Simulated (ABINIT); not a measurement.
The system is Al.

```
Al
1.0
     2.72176    0.00000    0.00000
     0.00000    2.72176    0.00000
     0.00000    0.00000    2.72176
Al
1
Direct
  0.00000 0.00000 0.00000
```

The cell was built by a generator and needn't be a form met in nature.

Program: ABINIT 10.8.3 (patched build). Alike in all runs: task single point; potentials or basis JTH PAW PBE v2.0; no spin polarisation; cell as given; k mesh 10 × 10 × 10; cutoff (eV) 490; smearing fermi-dirac 0.05 eV.

Q: Order these runs on this cell by their pressure, lowest first.
A. level revPBE
B. level BLYP
C. level AM05

A: C (-1.6 GPa), A (1.0 GPa), B (3.8 GPa).

Caveats: the PAW data sets were made with another functional, which shifts forces and pressure a little.
